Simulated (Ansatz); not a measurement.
Ionic part of the dielectric constant of CsBr at -1 GPa, mode by mode

Theory: Ansatz 0.2.0, DFT PBEsol, scalar-relativistic, plane waves, PAW. Settings: 420 eV plane-wave cutoff, Γ-centred 6×6×6 mesh, fixed occupations. No spin polarisation. Phonons by linear response, acoustic sum rule imposed.

It takes space group Pm-3m (No. 221, cubic). Conventional cell: a = 4.353 Å, b = 4.353 Å, c = 4.353 Å, α = 90.00°, β = 90.00°, γ = 90.00°. Cs (site symmetry m-3m) has 8 Br at 3.77 Å as nearest neighbours. Br (site symmetry m-3m) is surrounded by 8 Cs at 3.77 Å.

Spin–orbit coupling is left out, which matters for heavy elements.

The primitive cell has V = 82.48 Å³ and ε∞,yy = 3.029. Each polar mode adds Δε = (4.92064×10⁷/V)·S/ν² along y, with S its oscillator strength in e²/amu, ν in cm⁻¹ and V in Å³.

**Question.** From these modes, find each Δε and ε0,yy.
| ν (cm⁻¹) | S_yy (e²/amu) |
| --- | --- |
| 52.2 | 0.03502 |

**Answer.**
```tsv
ν (cm⁻¹)	Δε
52.2	7.66
```

The sum is 7.662, so ε0,yy = 10.69; the run's tensor has 10.69.

**Question.** Where do the longitudinal modes lie for a wave vector along y?

**Answer.** At 98 cm⁻¹. The Lyddane–Sachs–Teller product Π(ν_LO/ν_TO)² = 3.53 matches ε0/ε∞ = 3.53.

Cost: 1 run of about 0.46 core-minutes, on AMD EPYC 7R43 (Zen 3) (shared hosts).